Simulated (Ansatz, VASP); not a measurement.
# Ge: VASP beside Ansatz

The input INCAR:

```
ALGO     = Normal         # electronic algorithm
EDIFF    = 1E-6           # SCF threshold, eV
ENCUT    = 520            # plane-wave cutoff, eV
GGA      = PS             # functional
ISIF     = 2              # what is computed and relaxed
ISMEAR   = -1             # smearing method
LASPH    = True           # aspherical terms in the spheres
LCHARG   = True           # write CHGCAR
LELF     = True           # ELF
LREAL    = False          # projectors in reciprocal space
LVHAR    = True         
LWAVE    = False          # write WAVECAR
NBANDS   = 21             # bands
NELM     = 80             # most SCF steps
PREC     = Accurate       # precision mode
SIGMA    = 0.05           # smearing width, eV
```

KPOINTS

```
k-points
0
Gamma
  13 13 13
```

Contents of POSCAR:

```
Ge
1.0
    0.0000000000      2.7195630688      2.7195630688
    2.7195630688      0.0000000000      2.7195630688
    2.7195630688      2.7195630688      0.0000000000
Ge
2
Direct
   -0.1250000000     -0.1250000000     -0.1250000000
    0.1250000000      0.1250000000      0.1250000000
```

Input for Ansatz:

```yaml
crystal:
  lattice:
    - [0.0, 2.7195630688, 2.7195630688]
    - [2.7195630688, 0.0, 2.7195630688]
    - [2.7195630688, 2.7195630688, 0.0]
  atoms:
    - { symbol: Ge, position: [-0.125, -0.125, -0.125] }
    - { symbol: Ge, position: [0.125, 0.125, 0.125] }
kpoints:
  mp_grid: { grid: [13, 13, 13] }
scf:
  occupations: { method: fermi_dirac, width: 0.05 }
hamiltonian:
  xc: pbesol
  pseudopotentials: { kind: paw }
output:
  forces: true
  stress: true
  eigenvalues: true
  populations: true
  write_density: true
  write_potential: true
  elf: true
  volumetric_format: npy
```

Change from the starting cell: volume scaled by 0.88, PAW files.

Alike in both runs: task single point; functional PBEsol; k mesh 13 × 13 × 13; occupations fermi-dirac, width 0.05 eV; no spin polarisation.

|  | VASP | Ansatz |
| --- | --- | --- |
| version | VASP 6.6.1 | Ansatz 0.2.0 |
| potentials or method | VASP PAW PBE potentials, release 64 (Ge_d) | PAW with Ansatz's default frozen-core files, scalar-relativistic |
| plane-wave cutoff (eV) | 520 | 420 |
| valence electrons in the cell | 28 | 28 |

|  | VASP | Ansatz | Ansatz less VASP |
| --- | --- | --- | --- |
| pressure (GPa) | 11.6 | 11.7 | +0.10 |

With one functional, cell and mesh, what is left measures potentials, basis and numerics.

Caveats: the PAW data sets were made with another functional, which shifts forces and pressure a little (VASP); an odd mesh through Γ misses points on the zone boundary, where band edges often lie.
